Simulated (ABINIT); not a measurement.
Input of an ABINIT 10.8.3 (patched build) run:

run.abi

```
pp_dirpath "./"
pseudos "Hf.upf, O.upf"

acell 3*1.0 Angstrom
rprim
     0.0000000000     2.5575000000     2.5575000000
     2.5575000000     0.0000000000     2.5575000000
     2.5575000000     2.5575000000     0.0000000000
ntypat 2
znucl 72 8
natom 3
typat 1 2 2
xred
     0.0000000000     0.0000000000     0.0000000000
     0.7500000000     0.7500000000     0.7500000000
     0.2500000000     0.2500000000     0.2500000000

ecut 35.0

kptopt 1
ngkpt 7 7 7
nshiftk 1
shiftk 0.0 0.0 0.0

ixc 7

nband 16
occopt 3
tsmear 0.05 eV

nstep 100
tolvrs 1.0e-10

iomode 3
prtwf 0
prtden 0
prteig 0
prtebands 0
enunit 2
```

Potentials or basis: PseudoDojo NC SR LDA v0.4.1 standard.

The run is started by

```bash
$ abinit run.abi > log 2>&1
```

Problem. Estimate the band gap on the k mesh.

Solution. 3.74 eV, indirect (least direct gap 3.92 eV).

Caveat: spin-orbit coupling is left out, which moves the levels of the heavy elements; an odd mesh through Γ misses points on the zone boundary, where band edges often lie. As with any semilocal functional, this LDA gap is likely too small.
